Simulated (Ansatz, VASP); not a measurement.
## One calculation of CdF2, two programs

```
CELL_PARAMETERS angstrom
0.00000 2.65759 2.65759
2.65759 0.00000 2.65759
2.65759 2.65759 0.00000
ATOMIC_POSITIONS crystal
Cd 0.00000 0.00000 0.00000
F 0.75000 0.75000 0.75000
F 0.25000 0.25000 0.25000
```

Change from the starting cell: volume scaled by 0.96.

Alike in both runs: task single point; functional PBEsol; k mesh 9 × 9 × 9; occupations fermi-dirac, width 0.05 eV; no spin polarisation.

|  | VASP | Ansatz |
| --- | --- | --- |
| version | VASP 6.6.1 | Ansatz 0.2.0 |
| potentials or method | VASP PAW PBE potentials, release 64 (Cd, F) | Ansatz PAW |
| plane-wave cutoff (eV) | 520 | 420 |
| valence electrons in the cell | 26 | 34 |

```tsv
	VASP	Ansatz	Ansatz less VASP
gap on the k mesh at the Fermi level (eV)	3.07	3.11	+0.035
least direct gap on the mesh (eV)	3.48	3.51	+0.034
pressure (GPa)	5.6	4.6	-1.01
```

The two sets of potentials don't hold the same shells in valence.

Caveats: the PAW data sets were made with another functional, which shifts forces and pressure a little (VASP); an odd mesh through Γ misses points on the zone boundary, where band edges often lie (VASP); odd divisions of the mesh miss points on the zone boundary, where band edges often lie, so the gap on the mesh can be too wide (Ansatz); the pressure holds a Pulay correction of +0.7 GPa for the finite cutoff (Ansatz); the PAW data sets come from PBE, with cores solved anew for the run's functional, which leaves a small shift of forces and pressure (Ansatz).
